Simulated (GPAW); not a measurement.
Crystal: BP.

```
P B
1.0
     0.00000    2.26900    2.26900
     2.26900    0.00000    2.26900
     2.26900    2.26900    0.00000
P B
1 1
Direct
  0.25000 0.25000 0.25000
  0.00000 0.00000 0.00000
```

Base run:

* Program: GPAW 26.7.0
* Functional: WC
* Potentials or basis: PAW data sets generated in the run's folder for this functional
* Cutoff: 680 eV
* Basis: pw
* k mesh: 6 × 6 × 6
* Occupations: fermi-dirac, width 0.01 eV
* Spin: no spin polarisation

Its results: band gap on the k mesh 1.25 eV, indirect (least direct gap 3.39 eV).

Task: The run is repeated on the same cell with these changes: functional from WC to optB88-vdW; potentials or basis from PAW data sets generated in the run's folder for this functional to GPAW PAW data sets (gpaw-data 1.2.1). What comes out?

Result: Band gap on the k mesh 1.49 eV, indirect (least direct gap 3.49 eV).

A k mesh can miss the band edges.
